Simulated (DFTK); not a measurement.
The system is Si.

```xyz
2
Lattice="4.1209 0.0000 0.0000 -2.0605 3.5688 0.0000 0.0000 0.0000 2.6548" Properties=species:S:1:pos:R:3 pbc="T T T"
Si    0.0000    2.3792    1.3274
Si    2.0605    1.1896    1.3274
```

The cell was built by a generator and needn't be a form met in nature.

```yaml
Program: DFTK 0.8.2
Task: single point
Functional: PBE
Potentials_or_basis: dojo.nc.sr.pbe.v0_4_1.standard.upf (PBE)
Cutoff: 653 eV
k_mesh: 8 × 8 × 10
Occupations: fermi-dirac, width 0.05 eV
Spin: no spin polarisation
```

On this cell: pressure 0.0 GPa; largest force under 0.003 eV/Å; band gap on the k mesh none (metal or under the smearing width).

The same run follows on a disturbed copy (atoms moved at random, drawn with an rms of 0.05 Å):

```xyz
2
Lattice="4.1209 0.0000 0.0000 -2.0605 3.5688 0.0000 0.0000 0.0000 2.6548" Properties=species:S:1:pos:R:3 pbc="T T T"
Si   -0.0232    2.3243    1.3033
Si    2.0743    1.2105    1.3391
```

Question: What does the disturbed cell give?

Answer: The energy (extrapolated to zero smearing) moves by +19.3 meV/atom; pressure 0.3 GPa; largest force 0.908 eV/Å; band gap on the k mesh none (metal or under the smearing width).

Forces in eV/Å, atoms in the order of the input:
```
Si   0.461  0.782  0.013
Si  -0.461 -0.782 -0.013
```

Stress tensor (GPa, compression positive):
```
 4.55  2.02 -0.07
 2.02 -2.65 -0.12
-0.07 -0.12 -0.90
```
